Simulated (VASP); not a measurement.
# Vibrations of SiC (Moissanite 3C) at several levels of theory, part 3 of 3

How much do the zone-centre frequencies of SiC (Moissanite 3C) depend on the functional? The starting structure is a measured crystal structure from the Crystallography Open Database.

VASP 6.6.1.

Results so far: LDA T2 796.1 cm⁻¹; LDA at the measured cell T2 779.9 cm⁻¹; PBEsol T2 787.0 cm⁻¹; PBE T2 774.9 cm⁻¹; PBEsol + D3(BJ) T2 802.1 cm⁻¹; r2SCAN T2 798.2 cm⁻¹.

### 8. Modes with r2SCAN + rVV10

Level of this step: r2SCAN with rVV10; plane waves and PAW (Si, C) (VASP).

rVV10 adds a nonlocal correlation energy for dispersion. The cell comes from a relaxation at this level, not shown (20.60 Å³).

Contents of INCAR:

```
SYSTEM = SiC
PREC = Accurate
ENCUT = 520
EDIFF = 1E-08
NELM = 100
ISMEAR = 0
SIGMA = 0.03
LREAL = .FALSE.
ALGO = Normal
METAGGA = R2SCAN
LUSE_VDW = .TRUE.
IVDW_NL = 2
BPARAM = 11.95
CPARAM = 0.0093
LASPH = .TRUE.
NBANDS = 10
LORBIT = 11
LWAVE = .FALSE.
LCHARG = .FALSE.
KPAR = 8
IBRION = 6
NFREE = 2
POTIM = 0.015
NSW = 1
ISIF = 2
```

Contents of POSCAR:

```
SiC
1.0
    0.0000000000      2.1756951800      2.1756951800
    2.1756951800      0.0000000000      2.1756951800
    2.1756951800      2.1756951800      0.0000000000
Si C
1 1
Direct
    0.0000000000      0.0000000000      0.0000000000
    0.7500000000      0.7500000000      0.7500000000
```

Contents of KPOINTS:

```
Automatic mesh
0
Gamma
12 12 12
0 0 0
```

PAW data sets: Si and C (PBE family, release 64).

Command:

```bash
$ mpirun -np 8 vasp_std
```

Log:

```text
[banner, memory and clock lines left out]
running    8 mpi-ranks, on    1 nodes
[...]
[... a notice as in an earlier step ...]

|                                                                             |
|               ----> ADVICE to this user running VASP <----                  |
|                                                                             |
|     You have switched on vdW-DFT.                                           |
|     This routine was written and supplied by Jiri Klimes. We recommend      |
|     that you carefully read and cite the following publications:            |
|       J. Klimes, D.R. Bowler, A. Michelides                                 |
|          J. Phys.: Cond Matt. 22 022201 (2010)                              |
|       J. Klimes, D.R. Bowler, A. Michelides                                 |
|          Phys. Rev. B. 83, 195131 (2011)                                    |
|     and references therein.                                                 |
[...]
Total rVV10 correction in eV:      0.1047588     9.4144870
Total rVV10 correction in eV:      0.1047588     9.4144870
Total rVV10 correction in eV:      0.1047588     9.4144870
Total rVV10 correction in eV:      0.1047588     9.4144870
Total rVV10 correction in eV:      0.1047588     9.4144870
Total rVV10 correction in eV:      0.1047588     9.4144870
Total rVV10 correction in eV:      0.1047588     9.4144870
Total rVV10 correction in eV:      0.1047588     9.4144870
Total rVV10 correction in eV:      0.1047588     9.4144870
Total rVV10 correction in eV:      0.1047588     9.4144870
Total rVV10 correction in eV:      0.1047588     9.4144870
Total rVV10 correction in eV:      0.1047588     9.4144870
Total rVV10 correction in eV:      0.1047588     9.4144870
Total rVV10 correction in eV:      0.1047588     9.4144870
   1 F= -.19221948E+02 E0= -.19221948E+02  d E =-.197583E-29
[... from here on, the cycles between the ionic steps are left out ...]
   2 F= -.19219718E+02 E0= -.19219718E+02  d E =-.543799E-16
   3 F= -.19219718E+02 E0= -.19219718E+02  d E =-.543727E-16
   4 F= -.19219717E+02 E0= -.19219717E+02  d E =-.546240E-16
   5 F= -.19219717E+02 E0= -.19219717E+02  d E =-.545049E-16
 Finite differences progress:
  Degree of freedom:   2/  2
  Displacement:        2/  2
  Total:               4/  4
```

It took 90 s on 8 MPI ranks of Intel Xeon 6975P-C (Granite Rapids), shared host; peak memory 2.3 GiB.

Parts of OUTCAR (step 8):

```text
  Total        0.0003449      0.0058302      0.0058302      0.0000000     -0.1182614      0.0000000
  in kB        0.0268252      0.4534909      0.4534909      0.0000000     -9.1987650      0.0000000
  external PRESSURE =       0.3112690 kB  Pullay stress =       0.0000000 kB

 POSITION                                       TOTAL-FORCE (eV/Angst)
 -----------------------------------------------------------------------------------
      0.00000      0.00000      0.00000        -0.297455      0.000000      0.000000
      3.24854      3.26354      3.26354         0.297455      0.000000      0.000000
 -----------------------------------------------------------------------------------
    total drift:                                0.000110      0.000001      0.000001

  FREE ENERGIE OF THE ION-ELECTRON SYSTEM (eV)
  ---------------------------------------------------
  free  energy   TOTEN  =       -19.2197174221 eV

  energy  without entropy=      -19.2197174221  energy(sigma->0) =      -19.21971742

[... 1 part as in an earlier step ...]

[... 2 further parts left out ...]
[key lines of the parts left out:]
E-fermi :   8.2600
```

With r2SCAN + rVV10 the mode is T2 800.6 cm⁻¹, +4.5 cm⁻¹ from LDA.

### 9. Modes with AM05

AM05 is built from the electron gas and the surface model, and does well on lattice constants. The cell comes from a relaxation at this level, not shown (20.66 Å³).

Contents of INCAR:

```
SYSTEM = SiC
PREC = Accurate
ENCUT = 520
EDIFF = 1E-08
NELM = 100
ISMEAR = 0
SIGMA = 0.03
LREAL = .FALSE.
ALGO = Normal
GGA = AM
NBANDS = 10
LORBIT = 11
LWAVE = .FALSE.
LCHARG = .FALSE.
KPAR = 8
IBRION = 8
LEPSILON = .TRUE.
LPEAD = .TRUE.
ISIF = 2
```

Contents of POSCAR:

```
SiC
1.0
    0.0000000000      2.1779320116      2.1779320116
    2.1779320116      0.0000000000      2.1779320116
    2.1779320116      2.1779320116      0.0000000000
Si C
1 1
Direct
    0.0000000000      0.0000000000      0.0000000000
    0.7500000000      0.7500000000      0.7500000000
```

KPOINTS is that of step 8.

Command:

```bash
$ mpirun -np 8 vasp_std
```

Log:

```text
[... set-up lines as in an earlier step ...]
 entering main loop
       N       E                     dE             d eps       ncg     rms          rms(c)
DAV:   1     0.352644290614E+01    0.35264E+01   -0.40035E+03  1472   0.668E+02
DAV:   2    -0.166752474189E+02   -0.20202E+02   -0.19343E+02  1890   0.110E+02
DAV:   3    -0.173176285488E+02   -0.64238E+00   -0.64146E+00  1702   0.177E+01
DAV:   4    -0.173202626831E+02   -0.26341E-02   -0.26340E-02  1672   0.142E+00
[...]
DAV:  12    -0.155842877463E+02   -0.98649E-07   -0.95349E-07  1564   0.666E-03    0.115E-03
DAV:  13    -0.155842877927E+02   -0.46326E-07   -0.81717E-08  1618   0.220E-03    0.978E-04
DAV:  14    -0.155842877838E+02    0.88812E-08   -0.52768E-09  1188   0.514E-04
   1 F= -.15584288E+02 E0= -.15584288E+02  d E =-.581977E-11
 Linear response reoptimize wavefunctions to high precision
DAV:   1    -0.155842877862E+02   -0.24223E-08   -0.40455E-10  1182   0.165E-04
DAV:   2    -0.155842877862E+02   -0.13188E-10   -0.10004E-11   746   0.270E-05
 Linear response to external field (no local field effect), progress :
[...]
RMM:   8    -0.138026073985E-01    0.71911E-08    0.23203E-08  9353   0.786E-05    0.159E-05
 first order change of Fermi-energy   0.36479E-04
 force on displaced ion       1 direction 1 : -19.274  -0.000  -0.000
 Born effective charge ion    1 direction 1 :   2.705   0.000   0.000
 Linear response progress:
  Degree of freedom:   2/  2
       N       E                     dE             d eps       ncg     rms          rms(c)
RMM:   1    -0.125590983988E+00   -0.12559E+00    0.61313E-02 12357   0.203E+00
RMM:   2    -0.123197073709E+00    0.23939E-02   -0.24003E-03  8557   0.388E-01    0.195E-01
RMM:   3    -0.123303620577E+00   -0.10655E-03   -0.69637E-04  8392   0.163E-01    0.970E-02
RMM:   4    -0.124319633468E+00   -0.10160E-02   -0.53443E-04  8420   0.137E-01    0.190E-02
[...]
RMM:   8    -0.124313171489E+00   -0.64127E-06   -0.55088E-09  9417   0.100E-04    0.321E-05
RMM:   9    -0.124313122972E+00    0.48517E-07    0.31882E-10  9501   0.534E-05    0.440E-06
RMM:  10    -0.124313132821E+00   -0.98488E-08   -0.14314E-08  9735   0.831E-06    0.255E-06
 first order change of Fermi-energy   0.10516E-03
 force on displaced ion       2 direction 1 : -19.273   0.000   0.000
 Born effective charge ion    2 direction 1 :  -2.706   0.000   0.000
 Born effective charges drift removed
 Linear response finished
```

It took 37 s on 8 MPI ranks; peak memory 2.6 GiB.

OUTCAR, selected parts (step 9):

```text
  Total        0.0010199      0.0010199      0.0010199     -0.0000000      0.0000000     -0.0000000
  in kB        0.0790907      0.0790907      0.0790907     -0.0000000      0.0000000     -0.0000000
  external PRESSURE =       0.0790907 kB  Pullay stress =       0.0000000 kB

 POSITION                                       TOTAL-FORCE (eV/Angst)
 -----------------------------------------------------------------------------------
      0.00000      0.00000      0.00000         0.000000      0.000000      0.000000
      3.26690      3.26690      3.26690        -0.000000     -0.000000     -0.000000
 -----------------------------------------------------------------------------------
    total drift:                               -0.000000     -0.000000     -0.000000

 MACROSCOPIC STATIC DIELECTRIC TENSOR (including local field effects in DFT)
 ------------------------------------------------------
           7.032848     0.000000     0.000000
           0.000000     7.032848     0.000000
           0.000000     0.000000     7.032848
 ------------------------------------------------------

 MACROSCOPIC STATIC DIELECTRIC TENSOR IONIC CONTRIBUTION
 ------------------------------------------------------
           3.327682    -0.000000     0.000000
          -0.000000     3.327682     0.000000
           0.000000     0.000000     3.327682
 ------------------------------------------------------

[... 1 part as in an earlier step ...]

[... 1 further part left out ...]
```

With AM05 the mode is T2 789.3 cm⁻¹, -6.8 cm⁻¹ from LDA.

### 10. The runs compared

| run | T2 | method | core minutes |
| --- | --- | --- | --- |
| LDA | 796.1 | perturbation theory | 2.93 |
| LDA at the measured cell | 779.9 | perturbation theory | 2.93 |
| PBEsol | 787.0 | perturbation theory | 3.07 |
| PBE | 774.9 | perturbation theory | 3.6 |
| PBEsol + D3(BJ) | 802.1 | finite displacements | 1.23 |
| r2SCAN | 798.2 | finite displacements | 4.0 |
| r2SCAN + rVV10 | 800.6 | finite displacements | 12.0 |
| AM05 | 789.3 | perturbation theory | 4.93 |

Modes are in cm⁻¹, degenerate ones as one, matched between runs by symmetry and order. A number in brackets counts the listed modes of one symmetry from the lowest. The symmetry labels come from an automatic analysis and can be wrong where levels nearly coincide. Core minutes are wall time times ranks of the run shown, on a shared host.

### 11. What came out

* T2, LDA: 796.1 cm⁻¹
* T2, LDA at the measured cell: 779.9 cm⁻¹
* T2, PBEsol: 787.0 cm⁻¹
* T2, PBE: 774.9 cm⁻¹
* T2, PBEsol + D3(BJ): 802.1 cm⁻¹
* T2, r2SCAN: 798.2 cm⁻¹
* T2, r2SCAN + rVV10: 800.6 cm⁻¹
* T2, AM05: 789.3 cm⁻¹

On the cells relaxed at each level, the T2 mode of SiC (Moissanite 3C) lies between 775 cm⁻¹ (PBE) and 802 cm⁻¹ (PBEsol + D3(BJ)). Taking the measured cell, +1.8 % in volume, instead of the one relaxed with LDA moves T2 by -16.2 cm⁻¹. Some levels use perturbation theory and the others finite displacements, so their times can't be compared. LASPH is on in some of these runs and off in others, which adds a little to the differences. The dielectric constants and Born charges in the logs aren't compared here; at a small gap they can be far off, and in a run without a gap they mean nothing. The frequencies are harmonic, and the splitting of polar modes by their long-range field is left out. Further runs on this material are not shown.

[Lines on the potential files, build, host, timing and source positions are cut from VASP's logs without a mark.]

[Logs are printed without paths, hosts, clocks, repeated set-up lines and the standing remarks that a program may print on its own settings, such as how far it seeks lower states.]

[Hosts, paths, dates, database ids (printed as entryN), source tags and the programs' standing remarks are cut or masked in the printed files.]
